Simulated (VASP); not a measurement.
Here is a VASP 6.6.1 calculation.

INCAR

```
SYSTEM = Bi
ALGO = Normal
EDIFF = 1E-7
EDIFFG = -0.005
ENCUT = 600
GGA = PE
IBRION = 2
ISIF = 3
ISMEAR = 0
IVDW = 3
LASPH = .True.
LCHARG = .False.
LREAL = .False.
LWAVE = .False.
NELM = 100
NSW = 40
PREC = Accurate
SIGMA = 0.01
```

The input KPOINTS:

```
k-points
0
Gamma
  9 9 9
  0 0 0
```

The input POSCAR:

```
Bi
1.0
   -1.9814305318      1.9814305318      1.9814305318
    1.9814305318     -1.9814305318      1.9814305318
    1.9814305318      1.9814305318     -1.9814305318
Bi
1
Direct
    0.0000000000      0.0000000000      0.0000000000
```

Potentials or basis: VASP PAW PBE potentials, release 54 (Bi_d).

Launch:

```console
$ cat potpaw_PBE.54/Bi_d/POTCAR > POTCAR
$ mpirun -np 1 vasp_std > vasp.out
```

(1) Estimate the band gap on the k mesh.

(2) Estimate the dispersion energy per atom.

(3) Predict the space group after relaxing (to 0.05 Å).

## Answers

(1) none (metal or under the smearing width).

(2) -0.323 eV.

(3) Im-3m (No. 229).

Caveat: atom-pairwise D2, TS and ULG terms overbind metals; spin-orbit coupling is left out, which moves the levels of the heavy elements.
